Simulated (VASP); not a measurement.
# Shielding tensors and field gradients of NaCl, part 2 of 3

Aim: NMR shielding tensors and field gradients of NaCl. The cell is of the rock-salt type, one of the forms listed for this formula, which need not be the common one. The start is a cell from a database of measured crystal structures.

VASP 6.6.1, plane waves and PAW; the level of theory is named at each step.

So far. Step 2 (Ground state): The cell has a gap of 5.15 eV on this mesh.

The database entry behind the starting cell differs from later determinations by our own check (an axis about 0.4 % short against later determinations), so it need not match the best structure at ambient conditions.

**3. Shielding tensors**

This step: chemical shifts by linear response (GIPAW), PBE; plane waves and PAW (Cl, Na_pv) (VASP 6.6.1).

LCHIMAG computes the induced currents by linear response. It needs tightly converged orbitals and a cutoff well above the default; LEFG adds the field gradients at no cost.

Input file INCAR:

```
SYSTEM = NaCl
PREC = Accurate
ENCUT = 370
EDIFF = 1E-09
NELM = 100
ISMEAR = 0
SIGMA = 0.01
LREAL = .FALSE.
ALGO = Normal
GGA = PE
NBANDS = 13
LWAVE = .FALSE.
LCHARG = .FALSE.
KPAR = 4
LCHIMAG = .TRUE.
LEFG = .TRUE.
DQ = 0.001
ICHIBARE = 1
LNMR_SYM_RED = .TRUE.
```

Input file POSCAR:

```
NaCl
1.0
    0.0000000000      2.8100000000      2.8100000000
    2.8100000000      0.0000000000      2.8100000000
    2.8100000000      2.8100000000      0.0000000000
Cl Na
1 1
Direct
    0.5000000000      0.5000000000      0.5000000000
    0.0000000000      0.0000000000      0.0000000000
```

Input file KPOINTS:

```
Automatic mesh
0
Gamma
6 6 6
0 0 0
```

The projector-augmented-wave data sets are Cl and Na_pv (PBE family, release 64).

The run is started by

```sh
mpirun -np 4 vasp_std
```

What it wrote:

```text
[... set-up lines as in an earlier step ...]
 entering main loop
       N       E                     dE             d eps       ncg     rms          rms(c)
DAV:   1     0.790220731223E+02    0.79022E+02   -0.60484E+03   437   0.838E+02
DAV:   2    -0.100555976403E+01   -0.80028E+02   -0.74332E+02   444   0.231E+02
DAV:   3    -0.687317035806E+01   -0.58676E+01   -0.58319E+01   551   0.649E+01
DAV:   4    -0.696619311100E+01   -0.93023E-01   -0.92988E-01   466   0.851E+00
DAV:   5    -0.696836858540E+01   -0.21755E-02   -0.21754E-02   529   0.129E+00    0.211E+00
DAV:   6    -0.677826535876E+01    0.19010E+00   -0.33287E-01   496   0.350E+00    0.157E+00
DAV:   7    -0.676665783289E+01    0.11608E-01   -0.83318E-02   518   0.173E+00    0.108E+00
DAV:   8    -0.677216660938E+01   -0.55088E-02   -0.99256E-03   446   0.893E-01    0.288E-01
DAV:   9    -0.677206591963E+01    0.10069E-03   -0.20328E-04   506   0.116E-01    0.158E-01
DAV:  10    -0.677219104644E+01   -0.12513E-03   -0.30637E-04   446   0.141E-01    0.573E-02
DAV:  11    -0.677218205946E+01    0.89870E-05   -0.16759E-05   486   0.386E-02    0.133E-02
DAV:  12    -0.677218184211E+01    0.21735E-06   -0.19378E-06   461   0.134E-02    0.111E-03
DAV:  13    -0.677218226432E+01   -0.42221E-06   -0.25145E-07   461   0.346E-03    0.243E-03
DAV:  14    -0.677218199521E+01    0.26911E-06   -0.31385E-08   531   0.100E-03    0.455E-04
DAV:  15    -0.677218198994E+01    0.52701E-08   -0.50505E-10   378   0.213E-04    0.223E-04
DAV:  16    -0.677218198712E+01    0.28210E-08   -0.49437E-10   308   0.186E-04    0.394E-05
DAV:  17    -0.677218198698E+01    0.13733E-09   -0.36179E-11   263   0.511E-05
ion   1
     0.0000000    -0.0000000     0.0000000    -0.0000000     0.0000000     0.0000000
     0.0000382    -0.0000000     0.0000000    -0.0000000     0.0000000     0.0000000
     0.0000526    -0.0000000     0.0000000    -0.0000000     0.0000000     0.0000000
     0.0000724    -0.0000000     0.0000000    -0.0000000     0.0000000     0.0000000
     0.0000997    -0.0000000     0.0000000    -0.0000000     0.0000000     0.0000000

     0.0000000    -0.0000000     0.0000000    -0.0000000     0.0000000     0.0000000
     0.0000382    -0.0000000     0.0000000    -0.0000000     0.0000000     0.0000000
     0.0000526    -0.0000000     0.0000000    -0.0000000     0.0000000     0.0000000
     0.0000724    -0.0000000     0.0000000    -0.0000000     0.0000000     0.0000000
     0.0000997    -0.0000000     0.0000000    -0.0000000     0.0000000     0.0000000

ion   2
     0.0000000     0.0000000    -0.0000000     0.0000000    -0.0000000    -0.0000000
     0.0000330     0.0000000    -0.0000000     0.0000000    -0.0000000    -0.0000000
     0.0000455     0.0000000    -0.0000000     0.0000000    -0.0000000    -0.0000000
     0.0000627     0.0000000    -0.0000000     0.0000000    -0.0000000    -0.0000000
     0.0000863     0.0000000    -0.0000000     0.0000000    -0.0000000    -0.0000000

     0.0000000     0.0000000    -0.0000000     0.0000000    -0.0000000    -0.0000000
     0.0000330     0.0000000    -0.0000000     0.0000000    -0.0000000    -0.0000000
     0.0000455     0.0000000    -0.0000000     0.0000000    -0.0000000    -0.0000000
     0.0000627     0.0000000    -0.0000000     0.0000000    -0.0000000    -0.0000000
     0.0000863     0.0000000    -0.0000000     0.0000000    -0.0000000    -0.0000000

   1 F= -.67721820E+01 E0= -.67721820E+01  d E =-.482603E-41
DAV:   1    -0.163827232655E+03   -0.16383E+03    0.00000E+00     0   0.000E+00
DAV:   2    -0.163827232655E+03    0.00000E+00    0.00000E+00     0   0.000E+00
BDIR= 1  IDIR= 2  IQ= -1
DAV:   1    -0.327653194258E+03   -0.32765E+03   -0.99591E-03   516   0.713E-01
DAV:   2    -0.327653268529E+03   -0.74271E-04   -0.74271E-04   436   0.193E-01
DAV:   3    -0.327653269507E+03   -0.97848E-06   -0.97846E-06   545   0.293E-02
DAV:   4    -0.327653269529E+03   -0.21585E-07   -0.21613E-07   500   0.359E-03
DAV:   5    -0.327653269530E+03   -0.58867E-09   -0.56075E-09   520   0.609E-04
       N       E                     dE             d eps       ncg     rms
RMM:   1    -0.388875837917E+02   -0.38888E+02   -0.30252E+02   770   0.869E+01
RMM:   2    -0.402703599921E+02   -0.13828E+01   -0.38463E+00   804   0.154E+01
RMM:   3    -0.403599792847E+02   -0.89619E-01   -0.57433E-01   850   0.526E+00
RMM:   4    -0.403674599890E+02   -0.74807E-02   -0.28382E-02   846   0.113E+00
RMM:   5    -0.403679467583E+02   -0.48677E-03   -0.15181E-03   874   0.255E-01
RMM:   6    -0.403679877438E+02   -0.40986E-04   -0.92610E-05   864   0.452E-02
RMM:   7    -0.403679920136E+02   -0.42698E-05   -0.11313E-05   874   0.124E-02
RMM:   8    -0.403679925260E+02   -0.51240E-06   -0.10652E-06   856   0.313E-03
RMM:   9    -0.403679925862E+02   -0.60139E-07   -0.15108E-07   816   0.917E-04
RMM:  10    -0.403679925936E+02   -0.73887E-08   -0.15630E-08   707   0.265E-04
RMM:  11    -0.403679925945E+02   -0.95933E-09   -0.23802E-09   605   0.100E-04
BDIR= 1  IDIR= 2  IQ=  0
DAV:   1    -0.327654484501E+03   -0.32765E+03   -0.73029E-12   268   0.194E-05
DAV:   2    -0.327654484501E+03    0.40131E-10    0.13662E-12   233   0.832E-06
       N       E                     dE             d eps       ncg     rms
RMM:   1    -0.389011069373E+02   -0.38901E+02   -0.30258E+02   770   0.869E+01
RMM:   2    -0.402860340557E+02   -0.13849E+01   -0.38525E+00   793   0.154E+01
RMM:   3    -0.403756863567E+02   -0.89652E-01   -0.57475E-01   822   0.526E+00
RMM:   4    -0.403831438331E+02   -0.74575E-02   -0.28303E-02   817   0.113E+00
RMM:   5    -0.403836288814E+02   -0.48505E-03   -0.15134E-03   830   0.254E-01
RMM:   6    -0.403836695989E+02   -0.40717E-04   -0.91615E-05   832   0.450E-02
RMM:   7    -0.403836738137E+02   -0.42149E-05   -0.11171E-05   827   0.124E-02
RMM:   8    -0.403836743163E+02   -0.50261E-06   -0.10461E-06   820   0.309E-03
RMM:   9    -0.403836743752E+02   -0.58829E-07   -0.14753E-07   770   0.907E-04
RMM:  10    -0.403836743824E+02   -0.72102E-08   -0.15380E-08   666   0.262E-04
RMM:  11    -0.403836743833E+02   -0.94110E-09   -0.23427E-09   549   0.972E-05
BDIR= 1  IDIR= 2  IQ=  1
DAV:   1    -0.327655709797E+03   -0.32766E+03   -0.99581E-03   516   0.713E-01
DAV:   2    -0.327655784030E+03   -0.74233E-04   -0.74233E-04   436   0.193E-01
DAV:   3    -0.327655785008E+03   -0.97808E-06   -0.97802E-06   553   0.294E-02
DAV:   4    -0.327655785026E+03   -0.18399E-07   -0.18471E-07   492   0.322E-03
DAV:   5    -0.327655785027E+03   -0.57804E-09   -0.55746E-09   512   0.611E-04
       N       E                     dE             d eps       ncg     rms
RMM:   1    -0.389144669038E+02   -0.38914E+02   -0.30263E+02   770   0.869E+01
[...]
RMM:   5    -0.437393985726E+02   -0.71307E-03   -0.22809E-03   884   0.324E-01
RMM:   6    -0.437394632335E+02   -0.64661E-04   -0.16381E-04   884   0.600E-02
RMM:   7    -0.437394707745E+02   -0.75409E-05   -0.20016E-05   889   0.191E-02
RMM:   8    -0.437394716075E+02   -0.83301E-06   -0.20757E-06   879   0.510E-03
RMM:   9    -0.437394717215E+02   -0.11397E-06   -0.27668E-07   819   0.163E-03
RMM:  10    -0.437394717338E+02   -0.12358E-07   -0.28998E-08   770   0.487E-04
RMM:  11    -0.437394717356E+02   -0.17581E-08   -0.41045E-09   660   0.161E-04
RMM:  12    -0.437394717358E+02   -0.18575E-09   -0.38917E-10   562   0.678E-05
BDIR= 3  IDIR= 1  IQ=  0
DAV:   1    -0.327654484501E+03   -0.32765E+03   -0.87314E-12   268   0.194E-05
DAV:   2    -0.327654484501E+03    0.13074E-11   -0.15469E-12   233   0.832E-06
       N       E                     dE             d eps       ncg     rms
RMM:   1    -0.418420269085E+02   -0.41842E+02   -0.30655E+02   779   0.882E+01
RMM:   2    -0.436222613605E+02   -0.17802E+01   -0.46777E+00   804   0.161E+01
RMM:   3    -0.437380975127E+02   -0.11584E+00   -0.71984E-01   847   0.580E+00
RMM:   4    -0.437479987891E+02   -0.99013E-02   -0.32795E-02   834   0.121E+00
RMM:   5    -0.437487105815E+02   -0.71179E-03   -0.22798E-03   855   0.323E-01
RMM:   6    -0.437487753387E+02   -0.64757E-04   -0.16402E-04   853   0.599E-02
RMM:   7    -0.437487829276E+02   -0.75889E-05   -0.20154E-05   853   0.190E-02
RMM:   8    -0.437487837685E+02   -0.84095E-06   -0.20915E-06   832   0.509E-03
RMM:   9    -0.437487838839E+02   -0.11535E-06   -0.28038E-07   780   0.162E-03
RMM:  10    -0.437487838964E+02   -0.12555E-07   -0.29384E-08   710   0.487E-04
RMM:  11    -0.437487838982E+02   -0.17886E-08   -0.41840E-09   611   0.161E-04
RMM:  12    -0.437487838984E+02   -0.18916E-09   -0.39719E-10   525   0.682E-05
BDIR= 3  IDIR= 1  IQ=  1
DAV:   1    -0.327656102958E+03   -0.32766E+03   -0.99294E-03   516   0.710E-01
DAV:   2    -0.327656178234E+03   -0.75275E-04   -0.75275E-04   436   0.194E-01
DAV:   3    -0.327656179231E+03   -0.99773E-06   -0.99770E-06   542   0.287E-02
DAV:   4    -0.327656179257E+03   -0.25907E-07   -0.25839E-07   484   0.399E-03
DAV:   5    -0.327656179258E+03   -0.75045E-09   -0.88363E-09   539   0.745E-04
       N       E                     dE             d eps       ncg     rms
RMM:   1    -0.418500095598E+02   -0.41850E+02   -0.30653E+02   779   0.882E+01
RMM:   2    -0.436306002515E+02   -0.17806E+01   -0.46772E+00   811   0.161E+01
RMM:   3    -0.437466045842E+02   -0.11600E+00   -0.72025E-01   859   0.580E+00
RMM:   4    -0.437565612939E+02   -0.99567E-02   -0.32930E-02   865   0.121E+00
RMM:   5    -0.437572783628E+02   -0.71707E-03   -0.22939E-03   887   0.324E-01
RMM:   6    -0.437573435722E+02   -0.65209E-04   -0.16514E-04   884   0.601E-02
RMM:   7    -0.437573512193E+02   -0.76471E-05   -0.20307E-05   889   0.191E-02
RMM:   8    -0.437573520684E+02   -0.84911E-06   -0.21103E-06   876   0.511E-03
RMM:   9    -0.437573521851E+02   -0.11667E-06   -0.28387E-07   818   0.163E-03
RMM:  10    -0.437573521978E+02   -0.12746E-07   -0.29755E-08   760   0.488E-04
RMM:  11    -0.437573521996E+02   -0.18185E-08   -0.42618E-09   666   0.162E-04
RMM:  12    -0.437573521998E+02   -0.19303E-09   -0.40335E-10   563   0.688E-05
BDIR= 3  IDIR= 2  IQ= -1
DAV:   1    -0.327653194258E+03   -0.32765E+03   -0.99591E-03   516   0.713E-01
DAV:   2    -0.327653268529E+03   -0.74271E-04   -0.74271E-04   436   0.193E-01
DAV:   3    -0.327653269507E+03   -0.97840E-06   -0.97846E-06   545   0.293E-02
DAV:   4    -0.327653269529E+03   -0.21638E-07   -0.21612E-07   500   0.359E-03
DAV:   5    -0.327653269529E+03   -0.57656E-09   -0.56062E-09   520   0.609E-04
       N       E                     dE             d eps       ncg     rms
RMM:   1    -0.420054662321E+02   -0.42005E+02   -0.31284E+02   764   0.881E+01
RMM:   2    -0.437073380281E+02   -0.17019E+01   -0.45026E+00   802   0.160E+01
RMM:   3    -0.438193089270E+02   -0.11197E+00   -0.68479E-01   850   0.568E+00
RMM:   4    -0.438284095741E+02   -0.91006E-02   -0.32220E-02   854   0.124E+00
RMM:   5    -0.438290506348E+02   -0.64106E-03   -0.20723E-03   869   0.316E-01
RMM:   6    -0.438291063250E+02   -0.55690E-04   -0.15039E-04   875   0.617E-02
RMM:   7    -0.438291127553E+02   -0.64303E-05   -0.17511E-05   875   0.183E-02
RMM:   8    -0.438291134561E+02   -0.70079E-06   -0.17141E-06   862   0.482E-03
RMM:   9    -0.438291135504E+02   -0.94305E-07   -0.23559E-07   815   0.147E-03
RMM:  10    -0.438291135605E+02   -0.10086E-07   -0.21585E-08   747   0.436E-04
RMM:  11    -0.438291135618E+02   -0.13572E-08   -0.33270E-09   646   0.146E-04
RMM:  12    -0.438291135620E+02   -0.14191E-09   -0.24412E-10   543   0.640E-05
BDIR= 3  IDIR= 2  IQ=  0
DAV:   1    -0.327654484501E+03   -0.32765E+03   -0.72118E-12   268   0.194E-05
DAV:   2    -0.327654484501E+03    0.52864E-11    0.10323E-12   233   0.832E-06
       N       E                     dE             d eps       ncg     rms
RMM:   1    -0.419861654843E+02   -0.41986E+02   -0.31279E+02   764   0.881E+01
RMM:   2    -0.436866791616E+02   -0.17005E+01   -0.45017E+00   794   0.160E+01
RMM:   3    -0.437983967331E+02   -0.11172E+00   -0.68418E-01   831   0.567E+00
RMM:   4    -0.438074391506E+02   -0.90424E-02   -0.32115E-02   827   0.123E+00
RMM:   5    -0.438080755738E+02   -0.63642E-03   -0.20588E-03   842   0.315E-01
RMM:   6    -0.438081308567E+02   -0.55283E-04   -0.14943E-04   840   0.615E-02
RMM:   7    -0.438081372413E+02   -0.63846E-05   -0.17382E-05   834   0.182E-02
RMM:   8    -0.438081379352E+02   -0.69391E-06   -0.17007E-06   824   0.480E-03
RMM:   9    -0.438081380286E+02   -0.93405E-07   -0.23296E-07   773   0.146E-03
RMM:  10    -0.438081380386E+02   -0.99569E-08   -0.21436E-08   702   0.436E-04
RMM:  11    -0.438081380399E+02   -0.13439E-08   -0.32912E-09   600   0.145E-04
RMM:  12    -0.438081380401E+02   -0.13931E-09   -0.24241E-10   510   0.630E-05
BDIR= 3  IDIR= 2  IQ=  1
DAV:   1    -0.327655709797E+03   -0.32766E+03   -0.99581E-03   516   0.713E-01
DAV:   2    -0.327655784030E+03   -0.74233E-04   -0.74233E-04   436   0.193E-01
DAV:   3    -0.327655785008E+03   -0.97804E-06   -0.97802E-06   553   0.294E-02
DAV:   4    -0.327655785026E+03   -0.18489E-07   -0.18471E-07   492   0.322E-03
DAV:   5    -0.327655785027E+03   -0.50466E-09   -0.55723E-09   512   0.611E-04
       N       E                     dE             d eps       ncg     rms
RMM:   1    -0.419661536692E+02   -0.41966E+02   -0.31274E+02   764   0.881E+01
RMM:   2    -0.436651558007E+02   -0.16990E+01   -0.44991E+00   801   0.160E+01
RMM:   3    -0.437767674485E+02   -0.11161E+00   -0.68411E-01   849   0.568E+00
RMM:   4    -0.437858098416E+02   -0.90424E-02   -0.32115E-02   853   0.124E+00
RMM:   5    -0.437864493065E+02   -0.63946E-03   -0.20816E-03   871   0.320E-01
RMM:   6    -0.437865048788E+02   -0.55572E-04   -0.14971E-04   876   0.621E-02
RMM:   7    -0.437865112324E+02   -0.63536E-05   -0.17302E-05   876   0.184E-02
RMM:   8    -0.437865119215E+02   -0.68907E-06   -0.16950E-06   868   0.484E-03
RMM:   9    -0.437865120141E+02   -0.92617E-07   -0.23061E-07   819   0.147E-03
RMM:  10    -0.437865120239E+02   -0.98395E-08   -0.21287E-08   762   0.437E-04
RMM:  11    -0.437865120253E+02   -0.13310E-08   -0.32508E-09   656   0.145E-04
RMM:  12    -0.437865120254E+02   -0.13814E-09   -0.24183E-10   542   0.631E-05
       N       E                     dE             d eps       ncg     rms
RLQ:   1    -0.726270170202E+00   -0.72627E+00   -0.56215E+01   373   0.776E+01
RLQ:   2    -0.730851891489E+00   -0.45817E-02   -0.11352E-02   650   0.540E-01
RLQ:   3    -0.731066679045E+00   -0.21479E-03   -0.72664E-04   652   0.153E-01
RLQ:   4    -0.731079221548E+00   -0.12543E-04   -0.29676E-05   644   0.329E-02
RLQ:   5    -0.731079816747E+00   -0.59520E-06   -0.22430E-06   649   0.779E-03
RLQ:   6    -0.731079868563E+00   -0.51816E-07   -0.17520E-07   597   0.214E-03
RLQ:   7    -0.731079874260E+00   -0.56961E-08   -0.20499E-08   526   0.602E-04
RLQ:   8    -0.731079874867E+00   -0.60770E-09   -0.18004E-09   443   0.184E-04
```

Wall time 79 s (4 MPI ranks of AMD EPYC 7R43, shared host); peak memory 0.54 GiB.

From OUTCAR (step 3):

```text
The static configuration has the point symmetry O_h .

 Found     16 irreducible k-points:

   ENCUT  =  370.0 eV  27.19 Ry    5.21 a.u.   6.23  6.23  6.23*2*pi/ulx,y,z

   NELECT =      14.0000    total number of electrons

  Total        0.2507451      0.2507451      0.2507451      0.0000000      0.0000000      0.0000000
  in kB        9.0530343      9.0530343      9.0530343      0.0000000      0.0000000      0.0000000
  external PRESSURE =       9.0530343 kB  Pullay stress =       0.0000000 kB

  energy-cutoff  :      370.00
  volume of cell :       44.38
      direct lattice vectors                 reciprocal lattice vectors
     0.000000000  2.810000000  2.810000000    -0.177935943  0.177935943  0.177935943
     2.810000000  0.000000000  2.810000000     0.177935943 -0.177935943  0.177935943
     2.810000000  2.810000000  0.000000000     0.177935943  0.177935943 -0.177935943

 POSITION                                       TOTAL-FORCE (eV/Angst)
 -----------------------------------------------------------------------------------
      2.81000      2.81000      2.81000        -0.000000     -0.000000      0.000000
      0.00000      0.00000      0.00000         0.000000      0.000000     -0.000000
 -----------------------------------------------------------------------------------
    total drift:                                0.000000      0.000000      0.000000

 Electric field gradients after diagonalization (V/A^2)
 (convention: |V_zz| > |V_xx| > |V_yy|)
----------------------------------------------------------------------
 ion       V_xx      V_yy      V_zz     asymmetry (V_yy - V_xx)/ V_zz
----------------------------------------------------------------------
   1      -0.000    -0.000     0.001       0.000
   2      -0.001    -0.001     0.002       0.000
----------------------------------------------------------------------

  ORBITAL MAGNETIC SUSCEPTIBILITY, excluding core contribution
 -------------------------------------------------------------
  Approximate magnetic susceptibility, pGv (10^-6 cm^3/mole)
     1        -27.819604          0.000000          0.000000
     2          0.000000        -27.819604          0.000000
     3          0.000000          0.000000        -27.819604
 -------------------------------------------------------------
  Approximate magnetic susceptibility, vGv (10^-6 cm^3/mole)
     1        -25.103049         -0.000000         -0.000000
     2          0.000000        -25.103049         -0.000000
     3         -0.000000          0.000000        -25.103049

  CSA tensor (J. Mason, Solid State Nucl. Magn. Reson. 2, 285 (1993))
  for chemical shielding  (including the isotropic core contribution)

  BDIR labels direction of applied magnetic field (i.e. B0)
  For BDIR==1, B0 along x-axis, etc.
  Induced field listed along cartesian directions for each BDIR
 ------------------------------------------------------------------------------------------
                 EXCLUDING G=0 CONTRIBUTION              INCLUDING G=0 CONTRIBUTION
 ------------------------------------------------------------------------------------------
  ion  BDIR            X           Y           Z                X           Y           Z
          (   iso_shield        span        skew ) (   iso_shield        span        skew )
 ------------------------------------------------------------------------------------------
    1     1     965.7723      0.0000      0.0000         975.3047     -0.0000      0.0000
          2       0.0000    965.7723      0.0000           0.0000    975.3047      0.0000
          3       0.0000      0.0000    965.7723          -0.0000      0.0000    975.3047
          (     965.7723      0.0000      0.0000 ) (     975.3047      0.0000      0.0000 )

    2     1     538.7763      0.0000     -0.0000         548.3087      0.0000     -0.0000
          2      -0.0000    538.7763      0.0000          -0.0000    548.3087     -0.0000
          3      -0.0000      0.0000    538.7763          -0.0000      0.0000    548.3087
          (     538.7763      0.0000      0.0000 ) (     548.3087      0.0000      0.0000 )
 ------------------------------------------------------------------------------------------

[... 6 parts as in an earlier step ...]

[... 1 further part left out ...]
```

Numbers from this step:

| Item | Value |
| --- | --- |
| Fermi energy | -0.5757 eV |
| pressure | 0.9053 GPa |
| gap on the k-mesh | 5.144 eV |
| least direct gap on the k-mesh | 5.144 eV |

Valence and core; the G = 0 term is that of a spherical sample. NMR shielding, by row:

```csv
atom,isotropic shielding (ppm),span (ppm),skew,isotropic shielding without the G = 0 term (ppm)
Cl1,975.3,0,-,965.8
Na2,548.3,0,-,538.8
```

Ordered as |Vzz| ≥ |Vxx| ≥ |Vyy|, the program's way. Electric field gradients, by row:

```csv
atom,Vxx (V/Å²),Vyy (V/Å²),Vzz (V/Å²),asymmetry
Cl1,0,0,0.001,-
Na2,-0.001,-0.001,0.002,-
```

[end of part 2 of 3]

[Lines on the potential files, build, host, timing and source positions are cut from VASP's logs without a mark.]

[Logs are printed without paths, hosts, clocks, repeated set-up lines and the standing remarks that a program may print on its own settings, such as how far it seeks lower states.]

[Hosts, paths, dates, database ids (printed as entryN), source tags and the programs' standing remarks are cut or masked in the printed files.]
